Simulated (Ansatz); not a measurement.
# Al (Im-3m) in Ansatz: further runs

One crystal, Al, is run at these levels: HSE06; tasks: single point, equation of state.

All numbers are computed with Ansatz 0.2.0; they aren't measurements. Logs are shortened: lines on timing, memory, paths and dates and some standing lists are left out, and cuts for length are marked.

### 1 Starting point

The structure is cubic, space group Im-3m (No. 229). Conventional cell: a = 3.182 Å, b = 3.182 Å, c = 3.182 Å, α = 90.00°, β = 90.00°, γ = 90.00°. Around Al (site symmetry m-3m) lie 8 Al at 2.76 Å.

This isn't the form of Al at room conditions, which is fcc.

### 2 Single point, HSE06, 15.15 Å³/atom (volume scaled by 0.94)

File input:

```
crystal:
  lattice:
    - [-1.5587357247, 1.5587357247, 1.5587357247]
    - [1.5587357247, -1.5587357247, 1.5587357247]
    - [1.5587357247, 1.5587357247, -1.5587357247]
  atoms:
    - { symbol: Al, position: [0.0, 0.0, 0.0] }
hamiltonian:
  xc: hse06
  pseudopotentials: { kind: paw }
kpoints:
  mp_grid: { grid: [8, 8, 8] }
scf:
  occupations: { method: fermi_dirac, width: 0.05 }
output:
  forces: true
  stress: true
  eigenvalues: true
```

Potentials or basis: Ansatz PAW.

Standard output:

```text
Warning: output.stress: scf.convergence.dr2_threshold = 1e-7 eV (the SCF's general default) is looser than the 1e-10 eV advised for a printed stress (1e-10 eV for each atom of the cell: 1). What an SCF threshold leaves in a stress goes as its square root, and in the free energy as the threshold itself, and one threshold admits the most on a small cell: of the crystals measured, under no hybrid functional and no lock of the moments, on runs that ended without the residual-converged pass, on stresses that held no estimate of that error, the worst erred by over 100 MPa in a component at 1e-7 eV an atom and by under 5 at 1e-10. Set scf.convergence.dr2_threshold to 1e-10 eV or tighter. The threshold is an SCF's pass mark: one that does not reach it within its budget of iterations ends unconverged, or closes short of it on a stop that the run arms, and scf.convergence.dr2_threshold's page says what that costs each kind of run
Warning: output.stress: scf.exx.energy_threshold = 1e-6 eV is looser than the 1e-8 eV advised for a stress under a hybrid functional (1e-8 eV for each atom of the cell: 1). Every SCF of the exchange loop can meet its threshold on dr2 while the loop round them stops early: no threshold on dr2 bounds what that leaves in the stress. Set scf.exx.energy_threshold to 1e-8 eV or tighter. The threshold is the loop's pass mark: a loop that does not reach it within its budget of cycles ends unconverged, and scf.exx.energy_threshold's page has the law
GPUs: using 1 of 1 available (devices: 1).
Engine: ansatz 0.2.0, x86_64-unknown-linux-gnu
Pseudopotentials: kind: paw
Pseudopotential: Al, paw, valence charge 3, recommended cutoff 420 eV (normal), Al.paw.azcp
Functional definition: HSE06
  parameter a = 0.25
  parameter omega = 0.11/bohr
  exchange = pbe_x - a*pbe_x_sr(omega) + a*exact_x_sr(omega)
  correlation = pbe_c
device memory: the entry about to start is reckoned to put 0.3 GiB on a device that reports 69.3 GiB free (of which the cap on the GPU budget leaves the run 18.0 GiB)
GPU FFT provider: cuFFT
GPU libraries: cuBLAS 13.8.2, cuFFT 12.4.0, cuSOLVER 12.3.4
Crystal: 1 atoms, lattice volume = 15.149 Å³
Basis set: ecut = 420 eV, 321 PW (Γ), exchange–correlation on 40×40×40 points (8 copies of the dense FFT grid, shifted against one another)
Bands: 6, of which v1, the nominal top of the filled ones, is band 2 counted from 1 (1 counted from 0)
Symmetry: 48 space group operations
Space group: Im-3m (ITA 229), of the structure as read, at distance tolerance 2.5e-5 Å
k-points: 29 of 512
Non-local potential: Al, projectors of the file, l = 0: 2, l = 1: 2, l = 2: 1
PAW form: soft (Blöchl's): semilocal exchange-correlation on the pseudo side does not see the compensation charge
PAW frozen core: Al, regenerated for the run's functional, and the local potential with it (the file was generated under x = pbe(κ = 0.804, μ = 0.2195149727645171), c = pbe(β = 0.06672455060314922))
PAW one-centre angular grid: Al, 110 points (default); XC on 64 Gauss nodes
Initial density: superposition of atomic densities (neutral atoms: chi_scale 0, normalization atom), corrected by the library's trained network
Initial wavefunctions: pseudopotential atomic-orbital guess
GPU buffer pool allocated for 8000 grid points (all kernels)
GPU transforms: local potential and band sums: pruned to the plane-wave sphere, on 20×20×20
Functional: x = pbe(κ = 0.804, μ = 0.2195149727645171), c = pbe(β = 0.06672455060314922), warm-up for x = pbe(κ = 0.804, μ = 0.2195149727645171) + 0.25 (exact − pbe) at short range (hse, ω = 0.20786987370883472 Å⁻¹), c = pbe(β = 0.06672455060314922); HSE06 as pw.x's `hse` composes it (authors' and Libxc's form: `xc: wpbeh`)
SCF iter   1: F=—  HF=-537.315759 eV  |F-HF|=—  |Δ(HF+E_count)|=         —  Δρ=8.58e-4  dr2=8.77e-5  ethr=1.77e-3  ⟨swp⟩=6.3  Hψ=866  notcnv=0
preconditioner: auto → none  [insulator: Δε(μ)=0.219 eV  Ē_g=14.047 eV  σ=0.050 eV  W_gap=0.54  n_scr=0 (ndim 8)  ℏωp=16.5 eV  f_vac=0.000  D(μ)=1.30/eV (n_scr^D=12)]
SCF iter   2: F=—  HF=-537.315759 eV  |F-HF|=—  |Δ(HF+E_count)|=   4.48e-7  Δρ=4.07e-4  dr2=1.88e-5  ethr=2.92e-6  ⟨swp⟩=3.3  Hψ=317  notcnv=0  defer=9
iter 3 solved again at ethr=2.10e-10 eV; its pass at ethr=6.26e-7 eV (dr2=6.31e-9 eV) is discarded
SCF iter   3: F=—  HF=-537.315762 eV  |F-HF|=—  |Δ(HF+E_count)|=   2.44e-6  Δρ=1.53e-5  dr2=1.33e-8  ethr=2.10e-10  ⟨swp⟩=5.0  Hψ=592  notcnv=0  defer=1
eigensolver tolerance schedule calibrated: the retry pair's looser diagonalisation under-reported the residual by θ = 0.53 (0.15/decade); ethr = c·dr2/N_el runs at the constant in force after the calibration composes with the one it found (an armed cap, an earlier calibration), c = 4.3e-2
SCF iter   4: F=-537.315762 eV  HF=-537.315762 eV  |F-HF|=1.21e-10  |Δ(HF+E_count)|=   2.15e-8  Δρ=1.25e-6  dr2=9.45e-11  ethr=1.93e-10  ⟨swp⟩=2.0  Hψ=221  notcnv=0
SCF 1 converged in 4 iterations: F = -537.315762 eV  dr2 = 9.45e-11
device memory: the entry about to start is reckoned to put 1.0 GiB on a device that reports 67.1 GiB free (of which the cap on the GPU budget leaves the run 18.0 GiB)
GPU FFT provider: cuFFT
GPU libraries: cuBLAS 13.8.2, cuFFT 12.4.0, cuSOLVER 12.3.4
Initial density: handed on by an earlier stage of this run
Initial wavefunctions: those handed on with the density
GPU buffer pool allocated for 8000 grid points (all kernels)
GPU transforms: local potential and band sums: pruned to the plane-wave sphere, on 20×20×20
Functional: x = pbe(κ = 0.804, μ = 0.2195149727645171) + 0.25 (exact − pbe) at short range (hse, ω = 0.20786987370883472 Å⁻¹), c = pbe(β = 0.06672455060314922); HSE06 as pw.x's `hse` composes it (authors' and Libxc's form: `xc: wpbeh`)
Exchange kernel: α = 0.2500, screened, ω = 0.2079 Å⁻¹, Wigner–Seitz truncation, v(0) = 1046.0236 eV·Å³, q-mesh 8×8×8, nearest image of the exchange supercell L = 21.60 Å, pair-density grid 12×12×12, without the augmentation charges, whose exchange is taken in its separable form by FFT convolution over the k-point mesh (sized by the pseudopotential files, 15×15×15 at the most), smooth part of the exact exchange by density-matrix convolution in up to 1.15 GiB of GPU memory as planned if the GPU has room (build and FFT work areas not counted)
Frozen-core exchange: fock
iter 1 solved again at ethr=7.82e-6 eV; its pass at ethr=1.00e-1 eV (dr2=5.40e-4 eV) is discarded
SCF iter   1: F=—  HF=-537.656646 eV  |F-HF|=—  |Δ(HF+E_count)|=         —  Δρ=1.85e-3  dr2=6.19e-4  ethr=7.82e-6  ⟨swp⟩=4.6  Hψ=951  notcnv=0
preconditioner: auto → none  [metal: Δε(μ)=0.024 eV  Ē_g=15.409 eV  σ=0.050 eV  W_gap=0.12  n_scr=0 (ndim 8)  ℏωp=16.5 eV  f_vac=0.000  D(μ)=1.14/eV (n_scr^D=12)]
SCF iter   2: F=—  HF=-537.656214 eV  |F-HF|=—  |Δ(HF+E_count)|=   4.32e-4  Δρ=8.08e-4  dr2=1.64e-4  ethr=7.82e-6  ⟨swp⟩=2.0  Hψ=220  notcnv=0
SCF iter   3: F=—  HF=-537.656120 eV  |F-HF|=—  |Δ(HF+E_count)|=   9.46e-5  Δρ=8.04e-5  dr2=7.68e-5  ethr=1.57e-6  ⟨swp⟩=3.8  Hψ=297  notcnv=0
SCF iter   4: F=-537.656569 eV  HF=-537.656573 eV  |F-HF|=4.67e-6  |Δ(HF+E_count)|=   4.54e-4  Δρ=2.16e-4  dr2=1.03e-5  ethr=1.03e-8  ⟨swp⟩=4.3  Hψ=621  notcnv=0  defer=2
SCF iter   5: F=—  HF=-537.656569 eV  |F-HF|=—  |Δ(HF+E_count)|=   4.11e-6  Δρ=1.82e-5  dr2=3.25e-6  ethr=1.03e-8  ⟨swp⟩=3.9  Hψ=304  notcnv=0  defer=1
SCF iter   6: F=-537.656585 eV  HF=-537.656585 eV  |F-HF|=1.30e-7  |Δ(HF+E_count)|=   1.61e-5  Δρ=3.97e-5  dr2=4.31e-7  ethr=6.07e-10  ⟨swp⟩=4.3  Hψ=458  notcnv=0
SCF 2 stopped early in 6 iterations: F = -537.656585 eV  dr2 = 4.31e-7
hybrid outer 1: dexx = +5.918e-4 eV, tail = 1.03e-6 eV
GPU FFT provider: cuFFT
GPU libraries: cuBLAS 13.8.2, cuFFT 12.4.0, cuSOLVER 12.3.4
GPU buffer pool allocated for 8000 grid points (all kernels)
GPU transforms: local potential and band sums: pruned to the plane-wave sphere, on 20×20×20
Exchange kernel: α = 0.2500, screened, ω = 0.2079 Å⁻¹, Wigner–Seitz truncation, v(0) = 1046.0236 eV·Å³, q-mesh 8×8×8, nearest image of the exchange supercell L = 21.60 Å, pair-density grid 12×12×12, without the augmentation charges, whose exchange is taken in its separable form by FFT convolution over the k-point mesh (sized by the pseudopotential files, 15×15×15 at the most), smooth part of the exact exchange by density-matrix convolution in up to 1.15 GiB of GPU memory as planned if the GPU has room (build and FFT work areas not counted)
Frozen-core exchange: fock
SCF iter   1: F=—  HF=-537.656587 eV  |F-HF|=—  |Δ(HF+E_count)|=         —  Δρ=7.21e-6  dr2=1.15e-8  ethr=1.72e-7  ⟨swp⟩=2.3  Hψ=359  notcnv=0
preconditioner: auto → none  [metal: Δε(μ)=0.034 eV  Ē_g=15.401 eV  σ=0.050 eV  W_gap=0.17  n_scr=0 (ndim 8)  ℏωp=16.5 eV  f_vac=0.000  D(μ)=1.08/eV (n_scr^D=12)]
SCF iter   2: F=-537.656587 eV  HF=-537.656587 eV  |F-HF|=4.43e-10  |Δ(HF+E_count)|=   2.89e-9  Δρ=2.95e-6  dr2=5.17e-9  ethr=1.04e-10  ⟨swp⟩=3.7  Hψ=337  notcnv=0
SCF 3 converged in 2 iterations: F = -537.656587 eV  dr2 = 5.17e-9
  Residual-converged pass: ⟨swp⟩=2.3  Hψ=231  notcnv=0  max |occ|·‖R‖ = 2.3e-6 eV (tolerance 2.4e-6 eV)  dr2=5.17e-9  dr2_onsite=2.60e-10  max |Δocc| = 1.5e-11
hybrid outer 2: dexx = +1.828e-8 eV, tail = 1.09e-8 eV, Δε = 7.09e-4 eV (about 1.31e-4 eV left of the loop's levels)
at 1 of the mixer's solves, all of them in the SCFs whose states led to this one, it left a direction of its history that read negative out of its fit and stepped the other way along it
hybrid SCF converged: 2 outer / 8 inner (+4 warm-up), last move |dexx| = 1.83e-8 eV, tail = 1.09e-8 eV
Stability not checked: this state was not tested for a lower state beside it, because the functional holds exact exchange (a hybrid, or Hartree-Fock), whose exchange loop this test does not read (fock_operator; see scf.lower_state_search)
Free energy (F): -537.656587 eV
Frozen-core exchange: fock
Harris-Foulkes:  -537.656587 eV  (|F-HF|=4.43e-10)
Internal energy: -537.648615 eV  (E = F + TS)
E sigma→0 (E₀):  -537.652601 eV
Entropy (-TS):   -0.007971 eV (-7.971 meV/atom)
Fermi energy:    9.075482 eV
--- Per-component energies (eV) ---
  E_band       = 10.796427
  E_kinetic    = 24.216854
  E_local      = 11.450663  (includes V_loc(G=0)·N_el)
  E_nonlocal   = 10.273776
  E_hartree    = 0.097655
  E_xc         = -33.153493
  E_vxc        = -24.574220  (∫ρ·V_xc dr)
  E_exx        = -3.492397  (= α·E_x^exact, valence–valence)
  E_paw        = -471.353301  (= ΣΔE_a)
  E_vpaw       = -3.781183  (= ΣTr[D̂ρ^β])
  E_aug_tail   = -0.000002  (compensation charges beyond the density's cutoff)
  E_ewald      = -75.643522
  E_core_change = -0.044848  (= ΣΔE_core)
  E_smearing   = -0.007971  (= −TS)
  E_closure    = 0.000000  (closes the sum)
  Σ components = -537.656587   (vs F -537.656587, Δ=0.00e0)
--- Forces (eV/Å), atoms counted from 1 ---
  atom   1  Al    -0.00000000    -0.00000000    -0.00000000
  max |Σ_I F_I| component: 1.03e-31 eV/Å
--- Stress (GPa, compression-positive) ---
        8.307698      -0.000000      -0.000000
        0.000000       8.307698      -0.000000
        0.000000      -0.000000       8.307698
  P = ⅓ Tr σ = 8.3077 GPa (83.077 kbar)
--- Band table (eV; the first three rows and the last of 29) ---
  k-point 0: bands = ["-4.4534", "23.5868", "23.5868", "23.5868", "26.1319", "26.1319"]
  k-point 1: bands = ["-3.9241", "19.6135", "21.9163", "22.0263", "24.0852", "25.0122"]
  k-point 2: bands = ["-2.3413", "13.9136", "19.9288", "20.1196", "22.0469", "23.4961"]
  k-point 28: bands = ["11.1634", "11.1634", "11.1634", "11.9376", "11.9376", "16.2763"]
```

Wall time 11 s (1 × NVIDIA H100 80GB HBM3 with 2 threads of AMD EPYC 7R13 (Zen 3), shared host); peak memory 1.3 GiB.

What came out:

```
Free energy            : -537.6566 eV
Pressure               : 8.3 GPa
Band gap on the k mesh : none (metal or under the smearing width)
```

Caveat: the PAW data sets come from PBE, with cores solved anew for the run's functional, which leaves a small shift of forces and pressure; the thresholds are loose for stress.

### 3 Single point, HSE06, 15.47 Å³/atom (volume scaled by 0.96)

File input:

```
crystal:
  lattice:
    - [-1.5697130985, 1.5697130985, 1.5697130985]
    - [1.5697130985, -1.5697130985, 1.5697130985]
    - [1.5697130985, 1.5697130985, -1.5697130985]
  atoms:
    - { symbol: Al, position: [0.0, 0.0, 0.0] }
hamiltonian:
  xc: hse06
  pseudopotentials: { kind: paw }
kpoints:
  mp_grid: { grid: [8, 8, 8] }
scf:
  occupations: { method: fermi_dirac, width: 0.05 }
output:
  forces: true
  stress: true
  eigenvalues: true
  write_density: true
  write_potential: true
  elf: true
  volumetric_format: npy
```

Potentials or basis: Ansatz PAW.

Wall time 9.9 s (1 × NVIDIA H100 80GB HBM3 with 2 threads of AMD EPYC 7R13 (Zen 3), shared host); peak memory 1.3 GiB.

The run converged. Its results:

| Item | Value |
| --- | --- |
| Free energy | -537.6712 eV |
| Pressure | 6.3 GPa |
| Band gap on the k mesh | none (metal or under the smearing width) |

Caveat: the PAW data sets come from PBE, with cores solved anew for the run's functional, which leaves a small shift of forces and pressure; the thresholds are loose for stress.

### 4 Single point, HSE06, 15.79 Å³/atom (volume scaled by 0.98)

input, as its differences from that of step 3:

```diff
@@ -2,5 +2,5 @@
   lattice:
-    - [-1.5697130985, 1.5697130985, 1.5697130985]
-    - [1.5697130985, -1.5697130985, 1.5697130985]
-    - [1.5697130985, 1.5697130985, -1.5697130985]
+    - [-1.5805390481, 1.5805390481, 1.5805390481]
+    - [1.5805390481, -1.5805390481, 1.5805390481]
+    - [1.5805390481, 1.5805390481, -1.5805390481]
   atoms:
```

Run time: 16 s. Hardware: 1 × NVIDIA H100 80GB HBM3 with 2 threads of AMD EPYC 7R13 (Zen 3), shared host; peak memory 1.3 GiB.

The run converged. Its results:

```yaml
Free_energy: -537.6822 eV
Pressure: 4.6 GPa
Band_gap_on_the_k_mesh: none (metal or under the smearing width)
```

Caveat: the PAW data sets come from PBE, with cores solved anew for the run's functional, which leaves a small shift of forces and pressure; the thresholds are loose for stress.

### 5 Single point, HSE06, 16.12 Å³/atom

File input:

```
crystal:
  lattice:
    - [-1.59121869, 1.59121869, 1.59121869]
    - [1.59121869, -1.59121869, 1.59121869]
    - [1.59121869, 1.59121869, -1.59121869]
  atoms:
    - { symbol: Al, position: [0.0, 0.0, 0.0] }
hamiltonian:
  xc: hse06
  pseudopotentials: { kind: paw }
kpoints:
  mp_grid: { grid: [8, 8, 8] }
scf:
  occupations: { method: fermi_dirac, width: 0.05 }
output:
  forces: true
  stress: true
  eigenvalues: true
```

Wall time 14 s (1 × NVIDIA H100 80GB HBM3 with 2 threads of AMD EPYC 7R13 (Zen 3), shared host); peak memory 1.3 GiB.

It converged, with:

```yaml
Free_energy: -537.6900 eV
Pressure: 3.1 GPa
Band_gap_on_the_k_mesh: none (metal or under the smearing width)
```

Caveat: the PAW data sets come from PBE, with cores solved anew for the run's functional, which leaves a small shift of forces and pressure; the thresholds are loose for stress.

### 6 Single point, HSE06, 16.44 Å³/atom (volume scaled by 1.02)

File input:

```
crystal:
  lattice:
    - [-1.6017568692, 1.6017568692, 1.6017568692]
    - [1.6017568692, -1.6017568692, 1.6017568692]
    - [1.6017568692, 1.6017568692, -1.6017568692]
  atoms:
    - { symbol: Al, position: [0.0, 0.0, 0.0] }
hamiltonian:
  xc: hse06
  pseudopotentials: { kind: paw }
kpoints:
  mp_grid: { grid: [8, 8, 8] }
scf:
  occupations: { method: fermi_dirac, width: 0.05 }
output:
  forces: true
  stress: true
  eigenvalues: true
  write_density: true
  write_potential: true
  elf: true
  volumetric_format: npy
```

Potentials or basis: Ansatz PAW.

Wall time 14 s (1 × NVIDIA H100 80GB HBM3 with 2 threads of AMD EPYC 7R13 (Zen 3), shared host); peak memory 1.3 GiB.

The run converged. Its results:

```yaml
Free_energy: -537.6948 eV
Pressure: 1.7 GPa
Band_gap_on_the_k_mesh: none (metal or under the smearing width)
```

Caveat: the PAW data sets come from PBE, with cores solved anew for the run's functional, which leaves a small shift of forces and pressure; the thresholds are loose for stress.

### 7 Single point, HSE06, 16.76 Å³/atom (volume scaled by 1.04)

input, as its differences from that of step 6:

```diff
@@ -2,5 +2,5 @@
   lattice:
-    - [-1.6017568692, 1.6017568692, 1.6017568692]
-    - [1.6017568692, -1.6017568692, 1.6017568692]
-    - [1.6017568692, 1.6017568692, -1.6017568692]
+    - [-1.6121581793, 1.6121581793, 1.6121581793]
+    - [1.6121581793, -1.6121581793, 1.6121581793]
+    - [1.6121581793, 1.6121581793, -1.6121581793]
   atoms:
```

Wall time 13 s (1 × NVIDIA H100 80GB HBM3 with 2 threads of AMD EPYC 7R13 (Zen 3), shared host); peak memory 1.3 GiB.

It converged, with:

| Quantity | Value |
| --- | --- |
| Free energy | -537.6969 eV |
| Pressure | 0.3 GPa |
| Band gap on the k mesh | none (metal or under the smearing width) |

Caveat: the PAW data sets come from PBE, with cores solved anew for the run's functional, which leaves a small shift of forces and pressure; the thresholds are loose for stress.

### 8 Single point, HSE06, 17.08 Å³/atom (volume scaled by 1.06)

input, as its differences from that of step 7:

```diff
@@ -2,5 +2,5 @@
   lattice:
-    - [-1.6121581793, 1.6121581793, 1.6121581793]
-    - [1.6121581793, -1.6121581793, 1.6121581793]
-    - [1.6121581793, 1.6121581793, -1.6121581793]
+    - [-1.6224269796, 1.6224269796, 1.6224269796]
+    - [1.6224269796, -1.6224269796, 1.6224269796]
+    - [1.6224269796, 1.6224269796, -1.6224269796]
   atoms:
```

It used 9.9 s of CPU time on 1 × NVIDIA H100 80GB HBM3 with 2 threads of AMD EPYC 7R13 Processor (Zen 3) (shared host), which was overloaded at the time.

It converged, with:

- Free energy: -537.6963 eV
- Pressure: -0.9 GPa
- Band gap on the k mesh: none (metal or under the smearing width)

Caveat: the PAW data sets come from PBE, with cores solved anew for the run's functional, which leaves a small shift of forces and pressure; the thresholds are loose for stress.

### 9 Equation of state, HSE06

Potentials or basis: Ansatz PAW.

No new run: the results of the series are fitted here.

What came out:

| Quantity | Value |
| --- | --- |
| Equilibrium volume | 16.85 Å³/atom |
| Bulk modulus | 65 GPa |
| Pressure derivative of the bulk modulus | 3.1 (rough: it moves with the points fitted) |

Energy against volume, from the lowest point:
```csv
volume (Å³/atom),energy (meV/atom)
15.149,40.28
15.471,25.63
15.793,14.65
16.116,6.87
16.438,2.03
16.760,0.00
17.083,0.61
```

Caveat: the PAW data sets were made with another functional, which shifts forces and pressure a little.
